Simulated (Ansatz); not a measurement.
# GaP: the cost of one run

The runs shown are made with Ansatz 0.2.0. PAW datasets, plane waves. (Simulation; spin polarisation is off.)

## 1. Starting point

The unstrained cell was relaxed with r2SCAN; in each strained cell the atoms were relaxed again with r2SCAN. Names of k-points are those of the unstrained zone, where strain can split equivalent points. First state: +2.6 % strain along z alone.

The symmetry is I-4m2 (No. 119, tetragonal); conventional cell a = 3.854 Å, c = 5.594 Å, 20.77 Å³ an atom. Around Ga lie 4 P at 2.38 Å; around P lie 4 Ga at 2.38 Å.

Structure file:

```xyz
2
Lattice="0.0000 2.7254 2.7968 2.7254 0.0000 2.7968 2.7254 2.7254 0.0000" Properties=species:S:1:pos:R:3 pbc="T T T"
Ga    0.0000    0.0000    0.0000
P     1.3627    1.3627    1.3984
```

## 2. +2.6 % strain along z alone: PBE

The input, input.yaml:

```yaml
crystal:
  lattice:
    - [0.0, 2.725410193, 2.79681594]
    - [2.725410193, 0.0, 2.79681594]
    - [2.725410193, 2.725410193, 0.0]
  atoms:
    - { symbol: Ga, position: [0.0, 0.0, 0.0] }
    - { symbol: P, position: [0.25, 0.25, 0.25] }
kpoints:
  mp_grid: { grid: [8, 8, 8] }
  band_path:
    path:
      - [0.0, 0.0, 0.0]
      - [-0.5, -0.5, 0.0]
      - [-0.375, -0.375, 0.25]
      - [-0.375, 0.0, 0.375]
      - [0.0, 0.0, 0.5]
      - [-0.5, -0.25, 0.25]
      - [0.0, 0.421875, 0.421875]
    npoints: 1
hamiltonian:
  xc: pbe
scf:
  occupations: { method: fermi_dirac, width: 0.02 }
  n_extra_bands: 4
output:
  forces: true
  stress: true
  eigenvalues: true
```

Command:

```
ansatz run input.yaml --threads 4 --pin off --max-ram 3686MiB --backend cpu --events-out ev --progress --plain --runs-dir out
```

**Question.** How long does this run take on 4 threads of Arm Neoverse N1, shared host, and how much memory does it need?

About 2.3 s, with a peak of 0.34 GiB.
